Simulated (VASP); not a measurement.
# GaP: kinetic-energy density

GaP, F-43m (no. 216), 2 atoms in the cell. PBE; PAW potentials Ga_d, P (PBE set).

## Input

INCAR:
```
PREC = Accurate
ENCUT = 520
EDIFF = 1E-7
ISMEAR = 0
SIGMA = 0.02
LREAL = False
LASPH = True
ALGO = Normal
NELM = 100
ISIF = 2
LWAVE = False
LCHARG = True
LTAU = True
```

KPOINTS:
```
k-points
0
Gamma
  7 7 7
```

POSCAR:
```
GaP
1.0
    0.0000000000      2.7252500000      2.7252500000
    2.7252500000      0.0000000000      2.7252500000
    2.7252500000      2.7252500000      0.0000000000
Ga P
1 1
Direct
    0.0000000000      0.0000000000      0.0000000000
    0.7500000000      0.7500000000      0.7500000000
```

Commands:
```
cat potpaw_PBE.64/Ga_d/POTCAR potpaw_PBE.64/P/POTCAR > POTCAR
mpirun -np 1 vasp_std > vasp.out
```

## Result

- Kinetic energy of the pseudo orbitals (eV): 171.89

VASP 6.6.1 took 10 s on 1 core (Intel Xeon Platinum 8488C (Sapphire Rapids)), a shared host.
